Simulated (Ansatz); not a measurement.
Input of an Ansatz 0.2.0 run:

File input.yaml:

```yaml
crystal:
  lattice:
    - [2.34185, -1.7113, 0.0]
    - [2.34185, 1.7113, 0.0]
    - [-0.8500274268, 0.0, 5.0578693947]
  atoms:
    - { symbol: Cu, position: [0.5, 0.0, 0.5] }
    - { symbol: Cu, position: [0.0, 0.5, 0.0] }
    - { symbol: O, position: [0.4184, 0.5816, 0.75] }
    - { symbol: O, position: [0.5816, 0.4184, 0.25] }
hamiltonian:
  xc: mr2scan
  pseudopotentials: { kind: paw }
kpoints:
  mp_grid: { grid: [10, 10, 5] }
scf:
  occupations: { method: fermi_dirac, width: 0.05 }
output:
  forces: true
  stress: true
relax:
  f_tol: 0.01
  max_steps: 40
  cell: { stress_tol: 0.05 }
```

Potentials or basis: Ansatz PAW.

Launch:

```console
$ ansatz run input.yaml --threads 2 --pin off --max-ram 5120MiB --backend cpu --events-out ev --progress --plain --runs-dir out
```

What does it give for the relaxed volume?

10.73 Å³/atom.

Estimate the space group after relaxing (to 0.05 Å).

P4_2/mmc (No. 131).

What does it give for the relaxed cell?

a = 2.894 Å, b = 2.894 Å, c = 5.124 Å, α = 90.01°, β = 90.01°, γ = 89.84°.

Final structure:
```
CELL_PARAMETERS angstrom
2.04345 -2.04380 0.15903
2.04345 2.04380 0.15903
-0.39825 0.00000 5.10827
ATOMIC_POSITIONS crystal
Cu 0.50000 0.00000 0.50000
Cu 0.00000 0.50000 0.00000
O 0.50001 0.49999 0.75000
O 0.49999 0.50001 0.25000
```

Caveat: the run has no spin polarisation, though such a crystal can be magnetic; the PAW data sets come from PBE, with cores solved anew for the run's functional, which leaves a small shift of forces and pressure. Zero-point motion and thermal expansion aren't in these numbers.
